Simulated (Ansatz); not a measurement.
Born–Oppenheimer molecular dynamics of a periodic cell of 17 atoms, Si16N (host Si, host structure diamond, interstitial N). It starts from a relaxed structure.

Level of theory: DFT PBE, scalar-relativistic, plane waves, PAW in Ansatz. Settings: accuracy low, PAW set soft_1, cutoff 420 eV, k mesh 2x2x2, fermi-dirac smearing 0.05 eV, spin collinear.

- ensemble: NVT, Langevin thermostat
- time step: 1 fs
- steps asked: 150
- set temperature: 900 K
- friction: 0.01 /fs
- seed: 460309

Frames 2 fs apart, positions in Å.

Velocities at 100 fs (Å/ps):

```
Si 1.15 -6.27 -0.76
Si -6.58 -10.47 0.09
Si -0.94 -10.96 -3.34
Si -7.58 -5.47 8.29
Si -0.21 -5.80 -7.67
Si -2.34 -7.28 6.44
Si -0.87 1.20 1.69
Si -9.01 5.46 -0.14
Si 1.72 2.75 -1.59
Si 7.11 -3.24 -4.68
Si -3.07 -10.98 -0.41
Si -1.64 -0.48 -0.63
Si 6.88 -2.80 4.16
Si -12.57 -3.60 -1.21
Si -3.80 0.24 10.30
Si 1.96 8.66 3.62
N 0.80 -10.46 4.06
```

```xyz
17
Lattice="0.0000 5.4300 5.4300 5.4300 0.0000 5.4300 5.4300 5.4300 0.0000" Properties=species:S:1:pos:R:3 time_fs=100 energy_less_start_eV=0.969 T=1021
Si -0.207 -0.190 -0.131
Si 1.109 1.169 1.189
Si 2.348 2.540 -0.182
Si 3.911 3.857 1.259
Si 2.484 -0.232 2.493
Si 3.861 1.171 3.890
Si 5.237 2.446 2.544
Si 6.433 3.938 3.887
Si 0.423 2.183 3.154
Si 1.483 4.018 4.262
Si 2.721 5.155 2.749
Si 3.722 6.755 3.985
Si 2.662 2.618 5.480
Si 3.995 3.770 6.957
Si 5.235 5.346 5.345
Si 6.741 6.535 6.787
N 9.585 8.406 8.529
17
Lattice="0.0000 5.4300 5.4300 5.4300 0.0000 5.4300 5.4300 5.4300 0.0000" Properties=species:S:1:pos:R:3 time_fs=102 energy_less_start_eV=0.983 T=956
Si -0.205 -0.204 -0.132
Si 1.095 1.148 1.189
Si 2.345 2.521 -0.188
Si 3.896 3.845 1.277
Si 2.484 -0.243 2.478
Si 3.855 1.156 3.901
Si 5.238 2.450 2.549
Si 6.416 3.948 3.885
Si 0.426 2.188 3.151
Si 1.497 4.011 4.253
Si 2.715 5.134 2.748
Si 3.719 6.755 3.982
Si 2.674 2.611 5.487
Si 3.969 3.764 6.955
Si 5.228 5.347 5.366
Si 6.743 6.551 6.795
N 9.587 8.383 8.537
17
Lattice="0.0000 5.4300 5.4300 5.4300 0.0000 5.4300 5.4300 5.4300 0.0000" Properties=species:S:1:pos:R:3 time_fs=104 energy_less_start_eV=1.025 T=924
Si -0.204 -0.218 -0.136
Si 1.081 1.128 1.191
Si 2.341 2.507 -0.194
Si 3.881 3.832 1.296
Si 2.484 -0.253 2.464
Si 3.849 1.141 3.910
Si 5.239 2.458 2.552
Si 6.401 3.956 3.884
Si 0.429 2.194 3.147
Si 1.510 4.005 4.244
Si 2.708 5.117 2.745
Si 3.718 6.756 3.978
Si 2.686 2.600 5.493
Si 3.947 3.757 6.954
Si 5.221 5.350 5.387
Si 6.745 6.567 6.802
N 9.593 8.353 8.543
17
Lattice="0.0000 5.4300 5.4300 5.4300 0.0000 5.4300 5.4300 5.4300 0.0000" Properties=species:S:1:pos:R:3 time_fs=106 energy_less_start_eV=1.089 T=858
Si -0.205 -0.232 -0.140
Si 1.068 1.107 1.193
Si 2.335 2.494 -0.198
Si 3.867 3.821 1.313
Si 2.482 -0.263 2.454
Si 3.842 1.127 3.918
Si 5.238 2.465 2.556
Si 6.387 3.962 3.883
Si 0.431 2.199 3.138
Si 1.520 3.999 4.239
Si 2.701 5.102 2.740
Si 3.717 6.756 3.970
Si 2.696 2.586 5.498
Si 3.928 3.747 6.953
Si 5.217 5.353 5.408
Si 6.748 6.585 6.810
N 9.603 8.320 8.548
17
Lattice="0.0000 5.4300 5.4300 5.4300 0.0000 5.4300 5.4300 5.4300 0.0000" Properties=species:S:1:pos:R:3 time_fs=108 energy_less_start_eV=1.169 T=815
Si -0.204 -0.247 -0.145
Si 1.061 1.088 1.196
Si 2.328 2.482 -0.197
Si 3.856 3.810 1.328
Si 2.480 -0.268 2.445
Si 3.834 1.115 3.924
Si 5.239 2.471 2.559
Si 6.373 3.968 3.881
Si 0.430 2.205 3.130
Si 1.529 3.994 4.235
Si 2.694 5.090 2.735
Si 3.718 6.754 3.960
Si 2.705 2.572 5.503
Si 3.910 3.736 6.953
Si 5.212 5.351 5.431
Si 6.750 6.606 6.816
N 9.618 8.284 8.551
17
Lattice="0.0000 5.4300 5.4300 5.4300 0.0000 5.4300 5.4300 5.4300 0.0000" Properties=species:S:1:pos:R:3 time_fs=110 energy_less_start_eV=1.272 T=815
Si -0.204 -0.262 -0.150
Si 1.058 1.071 1.197
Si 2.323 2.468 -0.195
Si 3.845 3.800 1.339
Si 2.477 -0.274 2.437
Si 3.826 1.103 3.930
Si 5.238 2.478 2.562
Si 6.361 3.975 3.882
Si 0.426 2.213 3.121
Si 1.536 3.993 4.233
Si 2.685 5.082 2.728
Si 3.721 6.750 3.949
Si 2.715 2.556 5.513
Si 3.896 3.724 6.952
Si 5.207 5.348 5.456
Si 6.752 6.624 6.817
N 9.636 8.247 8.551
17
Lattice="0.0000 5.4300 5.4300 5.4300 0.0000 5.4300 5.4300 5.4300 0.0000" Properties=species:S:1:pos:R:3 time_fs=112 energy_less_start_eV=1.371 T=744
Si -0.205 -0.275 -0.152
Si 1.056 1.056 1.199
Si 2.317 2.458 -0.190
Si 3.835 3.789 1.344
Si 2.470 -0.277 2.429
Si 3.818 1.090 3.935
Si 5.236 2.485 2.566
Si 6.354 3.986 3.886
Si 0.422 2.225 3.109
Si 1.541 3.993 4.230
Si 2.674 5.077 2.722
Si 3.724 6.745 3.938
Si 2.722 2.540 5.524
Si 3.882 3.717 6.952
Si 5.203 5.346 5.481
Si 6.755 6.643 6.816
N 9.654 8.209 8.545
17
Lattice="0.0000 5.4300 5.4300 5.4300 0.0000 5.4300 5.4300 5.4300 0.0000" Properties=species:S:1:pos:R:3 time_fs=114 energy_less_start_eV=1.453 T=725
Si -0.208 -0.288 -0.154
Si 1.056 1.040 1.199
Si 2.312 2.453 -0.182
Si 3.829 3.780 1.345
Si 2.460 -0.278 2.422
Si 3.812 1.077 3.940
Si 5.232 2.492 2.573
Si 6.348 3.995 3.890
Si 0.420 2.237 3.098
Si 1.545 3.990 4.226
Si 2.662 5.075 2.713
Si 3.727 6.739 3.929
Si 2.729 2.522 5.532
Si 3.873 3.711 6.952
Si 5.202 5.343 5.508
Si 6.758 6.662 6.818
N 9.667 8.174 8.530
17
Lattice="0.0000 5.4300 5.4300 5.4300 0.0000 5.4300 5.4300 5.4300 0.0000" Properties=species:S:1:pos:R:3 time_fs=116 energy_less_start_eV=1.475 T=794
Si -0.210 -0.302 -0.153
Si 1.057 1.025 1.200
Si 2.304 2.450 -0.172
Si 3.824 3.773 1.343
Si 2.453 -0.277 2.419
Si 3.808 1.067 3.945
Si 5.224 2.497 2.581
Si 6.345 4.005 3.899
Si 0.422 2.248 3.087
Si 1.549 3.984 4.221
Si 2.651 5.079 2.704
Si 3.730 6.733 3.923
Si 2.739 2.502 5.540
Si 3.865 3.707 6.956
Si 5.201 5.338 5.536
Si 6.761 6.679 6.823
N 9.676 8.142 8.505
17
Lattice="0.0000 5.4300 5.4300 5.4300 0.0000 5.4300 5.4300 5.4300 0.0000" Properties=species:S:1:pos:R:3 time_fs=118 energy_less_start_eV=1.415 T=837
Si -0.211 -0.317 -0.153
Si 1.061 1.013 1.200
Si 2.291 2.450 -0.163
Si 3.820 3.764 1.338
Si 2.446 -0.273 2.420
Si 3.805 1.059 3.950
Si 5.218 2.499 2.591
Si 6.346 4.016 3.912
Si 0.425 2.261 3.075
Si 1.551 3.977 4.221
Si 2.641 5.086 2.688
Si 3.731 6.724 3.917
Si 2.750 2.481 5.545
Si 3.862 3.704 6.962
Si 5.200 5.334 5.564
Si 6.761 6.693 6.827
N 9.680 8.115 8.475
17
Lattice="0.0000 5.4300 5.4300 5.4300 0.0000 5.4300 5.4300 5.4300 0.0000" Properties=species:S:1:pos:R:3 time_fs=120 energy_less_start_eV=1.294 T=910
Si -0.214 -0.332 -0.155
Si 1.067 1.003 1.202
Si 2.275 2.452 -0.154
Si 3.817 3.754 1.331
Si 2.438 -0.267 2.423
Si 3.801 1.048 3.953
Si 5.211 2.497 2.600
Si 6.350 4.025 3.926
Si 0.432 2.274 3.063
Si 1.552 3.968 4.222
Si 2.630 5.096 2.669
Si 3.731 6.712 3.912
Si 2.761 2.459 5.547
Si 3.865 3.700 6.970
Si 5.200 5.330 5.590
Si 6.757 6.703 6.831
N 9.677 8.092 8.438
17
Lattice="0.0000 5.4300 5.4300 5.4300 0.0000 5.4300 5.4300 5.4300 0.0000" Properties=species:S:1:pos:R:3 time_fs=122 energy_less_start_eV=1.165 T=945
Si -0.215 -0.348 -0.155
Si 1.075 0.995 1.200
Si 2.261 2.454 -0.144
Si 3.816 3.744 1.323
Si 2.429 -0.260 2.425
Si 3.797 1.036 3.958
Si 5.205 2.493 2.612
Si 6.352 4.032 3.940
Si 0.444 2.287 3.050
Si 1.551 3.958 4.221
Si 2.620 5.109 2.649
Si 3.729 6.698 3.909
Si 2.773 2.439 5.548
Si 3.869 3.699 6.979
Si 5.202 5.328 5.616
Si 6.754 6.713 6.838
N 9.667 8.078 8.398
```

Of the whole run (150 fs, mean temperature of the second half 847 K): A run of 0.15 ps of so small a system gives no equilibrium averages. Limits of this set-up: coarse k mesh, a small cell, in which the defect meets its images, low accuracy level.

The run took 14 min on 1 thread of Arm Neoverse V2, on a shared host, peak memory 0.63 GiB.
